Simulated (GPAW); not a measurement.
Crystal: Sb.

```xyz
1
Lattice="-1.5765 1.5765 2.7119 1.5765 -1.5765 2.7119 1.5765 1.5765 -2.7119" Properties=species:S:1:pos:R:3 pbc="T T T"
Sb    0.0000    0.0000    0.0000
```

This isn't the form of Sb at room conditions, which is rhombohedral.

Base run:

```yaml
Program: GPAW 26.7.0
Functional: LDA
Potentials_or_basis: the program's PAW data sets (release 1.2.1) made for this functional
Cutoff: 450 eV
Basis: pw
k_mesh: 10 × 10 × 10
Occupations: fermi-dirac, width 0.05 eV
Spin: no spin polarisation
```

Its results: band gap on the k mesh none (metal or under the smearing width); pressure -4.5 GPa.

Problem. The run is repeated on the same cell with these changes: functional from LDA to r2SCAN; potentials or basis from the program's PAW data sets (release 1.2.1) made for this functional to GPAW PAW data sets (gpaw-data 1.2.1). What comes out?

Solution. Band gap on the k mesh none (metal or under the smearing width); pressure -0.7 GPa.

Caveats: the cutoff is short for stress and forces, so pressures can be off by a GPa or more; the PAW data sets were made with another functional, which shifts forces and pressure a little (some runs).
